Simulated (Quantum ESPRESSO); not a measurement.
P:

```xyz
4
Lattice="1.6477 -5.4650 0.0000 1.6477 5.4650 0.0000 0.0000 0.0000 4.5436" Properties=species:S:1:pos:R:3 pbc="T T T"
P     1.6477   -4.4173    2.6754
P     1.6477    4.4173    1.8683
P     1.6477   -1.0477    0.4035
P     1.6477    1.0477    4.1401
```

Base run:

| Item | Value |
| --- | --- |
| Program | Quantum ESPRESSO 7.5 |
| Functional | vdW-DF3-opt1 |
| Potentials or basis | PseudoDojo 0.4.1 SR PBE standard |
| Cutoff | 599 eV |
| Density cutoff | 2395 eV |
| k mesh | 8 × 8 × 6 |
| Occupations | fermi-dirac, width 0.05 eV |
| Spin | no spin polarisation |

Its results: band gap on the k mesh 0.05 eV, direct; pressure 1.0 GPa; largest force 0.517 eV/Å.

Problem. The run is repeated on the same cell with these changes: functional from vdW-DF3-opt1 to rev-vdW-DF2. What comes out?

Solution. Band gap on the k mesh 0.07 eV, direct; pressure 1.6 GPa; largest force 0.554 eV/Å.

Caveats: the potentials were made for another functional, which shifts forces and pressure; some levels on the path didn't converge.
